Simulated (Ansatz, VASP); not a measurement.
**One calculation of TiH2, two programs**

```xyz
6
Lattice="3.1939 0.0000 0.0000 0.0000 3.1939 0.0000 0.0000 0.0000 4.0774" Properties=species:S:1:pos:R:3 pbc="T T T"
Ti    0.0000    0.0000    0.0000
Ti    1.5969    1.5969    2.0387
H     1.5969    0.0000    1.0194
H     0.0000    1.5969    1.0194
H     0.0000    1.5969    3.0581
H     1.5969    0.0000    3.0581
```

Change from the starting cell: uniaxial strain along c, a, b and atoms relaxed: -1.5 %.

Alike in both runs: functional PBEsol; k mesh 12 × 12 × 8; occupations gaussian, width 0.1 eV; no spin polarisation.

Ansatz relaxed the structure, and its values are those at the end. VASP's run is a single point on that final structure, the one shown.

```csv
,VASP,Ansatz
version,VASP 6.6.1,Ansatz 0.2.0
potentials or method,"VASP PAW PBE potentials, release 64 (Ti_sv, H)","scalar-relativistic, plane waves, PAW"
plane-wave cutoff (eV),520,420
valence electrons in the cell,28,28
```

|  | VASP | Ansatz | Ansatz less VASP |
| --- | --- | --- | --- |
| gap on the k mesh at the Fermi level (eV) | none | none | - |
| pressure (GPa) | 0.3 | 0.3 | 0.00 |

A gap of «none» marks a metal or a gap that the smearing closes. With one functional, cell and mesh, what is left measures potentials, basis and numerics.

Caveats: the PAW data sets were made with another functional, which shifts forces and pressure a little (VASP).
